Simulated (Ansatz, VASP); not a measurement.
## Two plane-wave programs on CrO2

```xyz
3
Lattice="0.0000 2.3541 2.3541 2.3541 0.0000 2.3541 2.3541 2.3541 0.0000" Properties=species:S:1:pos:R:3 pbc="T T T"
Cr    0.0000    0.0000    0.0000
O     1.1771    1.1771    1.1771
O     3.5312    3.5312    3.5312
```

Alike in both runs: functional PBE; k mesh 6 × 6 × 6; occupations gaussian, width 0.1 eV; collinear spin.

Ansatz relaxed the structure, and its values are those at the end. VASP's run is a single point on that final structure, the one shown.

|  | VASP | Ansatz |
| --- | --- | --- |
| version | VASP 6.6.1 | Ansatz 0.2.0 |
| potentials or method | VASP PAW PBE potentials, release 64 (Cr_pv, O) | scalar-relativistic, plane waves, PAW |
| plane-wave cutoff (eV) | 520 | 420 |
| valence electrons in the cell | 24 | 26 |

Ansatz gave:

| Quantity | Value |
| --- | --- |
| gap on the k mesh at the Fermi level (eV) | 0.55 |
| least direct gap on the mesh (eV) | 0.57 |
| pressure (GPa) | 0.0 |
| net moment per atom (μB) | 0.67 |
| size of the moment on the site where the two differ most (μB) | 1.87 |

Task: What did VASP give for the same quantities?

Result: gap on the k mesh at the Fermi level (eV): 0.50; least direct gap on the mesh (eV): 0.51; pressure (GPa): 0.7; net moment per atom (μB): 0.67; size of the moment on the site where the two differ most (μB): 2.17.

Site moments also hang on the region over which each program counts them. With one functional, cell and mesh, what is left measures potentials, basis and numerics. The two sets of potentials don't hold the same shells in valence.

Caveats: a cell with one magnetic atom can't hold antiferromagnetic order, which such compounds often take.
